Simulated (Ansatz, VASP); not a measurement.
## Si: VASP beside Ansatz

```xyz
2
Lattice="0.0000 2.7350 2.7350 2.7350 0.0000 2.7350 2.7350 2.7350 0.0000" Properties=species:S:1:pos:R:3 pbc="T T T"
Si    1.3675    1.3675    1.3675
Si    0.0000    0.0000    0.0000
```

Alike in both runs: functional PBE; k mesh 8 × 8 × 8; occupations gaussian, width 0.02 eV; no spin polarisation.

Ansatz relaxed the structure, and its values are those at the end. VASP's run is a single point on that final structure, the one shown.

|  | VASP | Ansatz |
| --- | --- | --- |
| version | VASP 6.6.1 | Ansatz 0.2.0 |
| potentials or method | VASP PAW PBE potentials, release 64 (Si) | scalar-relativistic, plane waves, PAW |
| plane-wave cutoff (eV) | 520 | 420 |
| valence electrons in the cell | 8 | 8 |

|  | VASP | Ansatz | Ansatz less VASP |
| --- | --- | --- | --- |
| gap on the k mesh at the Fermi level (eV) | 0.65 | 0.65 | -0.003 |
| least direct gap on the mesh (eV) | 2.56 | 2.55 | -0.005 |
| pressure (GPa) | -0.1 | 0.0 | +0.08 |

A k mesh can miss the band edges.
